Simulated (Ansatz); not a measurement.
# BN: a strain scan

Aim: for BN, see how energy and stress answer to the strain pattern (0, 0, 0, 0, 1, 0).

Computed with Ansatz 0.2.0 (DFT r2SCAN, scalar-relativistic, plane waves, PAW, unless a step's input says otherwise).

## (1) The structure to begin with

The structure is cubic, space group F-43m (No. 216). The conventional cell has a = 3.626 Å, b = 3.626 Å, c = 3.626 Å, α = 90.00°, β = 90.00°, γ = 90.00°. Around B (site symmetry -43m) lie 4 N at 1.57 Å. N (site symmetry -43m) is surrounded by 4 B at 1.57 Å.

Structure file:

```
CELL_PARAMETERS angstrom
0.00000 1.81300 1.81300
1.81300 0.00000 1.81300
1.81300 1.81300 0.00000
ATOMIC_POSITIONS crystal
B 0.00000 0.00000 0.00000
N 0.75000 0.75000 0.75000
```

It goes back to an entry of the Materials Project, which need not be the stable form.

No relaxation comes first: the listed cell is the starting point.

## (2) The scan: a strain scan

The cell is strained by ε times the Voigt pattern (0, 0, 0, 0, 1, 0) (xx, yy, zz, yz, xz, xy; engineering shear), with fractional coordinates fixed (clamped ions). The stress on the pattern is the sum of the stress components weighted by it, tension positive.

## (3) Point ε = -0.0400

Input file input.yaml:

```yaml
crystal:
  lattice:
    - [-0.03626002, 1.813001, 1.813001]
    - [1.77674098, 0.0, 1.77674098]
    - [1.813001, 1.813001, -0.03626002]
  atoms:
    - { symbol: B, position: [0.0, 0.0, 0.0] }
    - { symbol: "N", position: [0.75, 0.75, 0.75] }
basis:
  ecutwfc: 500
kpoints:
  mp_grid: { grid: [12, 12, 12] }
hamiltonian:
  xc: r2scan
scf:
  occupations: { method: gaussian, width: 0.05 }
output:
  forces: true
  stress: true
  eigenvalues: true
```

Run with:

```sh
> ansatz run input.yaml --threads 1 --pin off --max-ram 2560MiB --backend cpu --events-out ev --progress --plain --runs-dir out
```

## (4) At ε = 0.0300

input.yaml, as its differences from that of step 3:

```diff
@@ -2,5 +2,5 @@
   lattice:
-    - [-0.03626002, 1.813001, 1.813001]
-    - [1.77674098, 0.0, 1.77674098]
-    - [1.813001, 1.813001, -0.03626002]
+    - [0.027195015, 1.813001, 1.813001]
+    - [1.840196015, 0.0, 1.840196015]
+    - [1.813001, 1.813001, 0.027195015]
   atoms:
```

## (5) ε = -0.0200

input.yaml, as its differences from that of step 4:

```diff
@@ -2,5 +2,5 @@
   lattice:
-    - [0.027195015, 1.813001, 1.813001]
-    - [1.840196015, 0.0, 1.840196015]
-    - [1.813001, 1.813001, 0.027195015]
+    - [-0.01813001, 1.813001, 1.813001]
+    - [1.79487099, 0.0, 1.79487099]
+    - [1.813001, 1.813001, -0.01813001]
   atoms:
```

## (6) At ε = 0.0100

input.yaml, as its differences from that of step 5:

```diff
@@ -2,5 +2,5 @@
   lattice:
-    - [-0.01813001, 1.813001, 1.813001]
-    - [1.79487099, 0.0, 1.79487099]
-    - [1.813001, 1.813001, -0.01813001]
+    - [0.009065005, 1.813001, 1.813001]
+    - [1.822066005, 0.0, 1.822066005]
+    - [1.813001, 1.813001, 0.009065005]
   atoms:
@@ -20 +20,5 @@
   eigenvalues: true
+  write_density: true
+  write_potential: true
+  elf: true
+  volumetric_format: npy
```

## (7) ε = 0.0350

Input file input.yaml:

```yaml
crystal:
  lattice:
    - [0.0317275175, 1.813001, 1.813001]
    - [1.8447285175, 0.0, 1.8447285175]
    - [1.813001, 1.813001, 0.0317275175]
  atoms:
    - { symbol: B, position: [0.0, 0.0, 0.0] }
    - { symbol: "N", position: [0.75, 0.75, 0.75] }
basis:
  ecutwfc: 500
kpoints:
  mp_grid: { grid: [12, 12, 12] }
hamiltonian:
  xc: r2scan
scf:
  occupations: { method: gaussian, width: 0.05 }
output:
  forces: true
  stress: true
  eigenvalues: true
```

## (8) Point ε = 0.0250

input.yaml, as its differences from that of step 7:

```diff
@@ -2,5 +2,5 @@
   lattice:
-    - [0.0317275175, 1.813001, 1.813001]
-    - [1.8447285175, 0.0, 1.8447285175]
-    - [1.813001, 1.813001, 0.0317275175]
+    - [0.0226625125, 1.813001, 1.813001]
+    - [1.8356635125, 0.0, 1.8356635125]
+    - [1.813001, 1.813001, 0.0226625125]
   atoms:
```

## (9) ε = 0.0150

input.yaml, as its differences from that of step 8:

```diff
@@ -2,5 +2,5 @@
   lattice:
-    - [0.0226625125, 1.813001, 1.813001]
-    - [1.8356635125, 0.0, 1.8356635125]
-    - [1.813001, 1.813001, 0.0226625125]
+    - [0.0135975075, 1.813001, 1.813001]
+    - [1.8265985075, 0.0, 1.8265985075]
+    - [1.813001, 1.813001, 0.0135975075]
   atoms:
```

## (10) At ε = 0.0050

input.yaml, as its differences from that of step 9:

```diff
@@ -2,5 +2,5 @@
   lattice:
-    - [0.0135975075, 1.813001, 1.813001]
-    - [1.8265985075, 0.0, 1.8265985075]
-    - [1.813001, 1.813001, 0.0135975075]
+    - [0.0045325025, 1.813001, 1.813001]
+    - [1.8175335025, 0.0, 1.8175335025]
+    - [1.813001, 1.813001, 0.0045325025]
   atoms:
@@ -20 +20,5 @@
   eigenvalues: true
+  write_density: true
+  write_potential: true
+  elf: true
+  volumetric_format: npy
```

(Steps that only read results are left out.)

**Question.** What will these runs give? Wanted: slope of the stress at ε = 0, from the points at -0.0200, 0 and 0.0050.

**Answer**, as computed:

| quantity | value |
| --- | --- |
| slope of the stress at ε = 0, from the points at -0.0200, 0 and 0.0050 | 452 GPa |

What this shows: From the stress slope, C55 is about 452 GPa with the ions clamped; letting the atoms relax could not make it stiffer. The reference stands under -5.2 GPa, so this is no zero-stress constant. No sampled point lies below the undisturbed cell. The gap on the mesh stays between 4.80 and 4.99 eV.
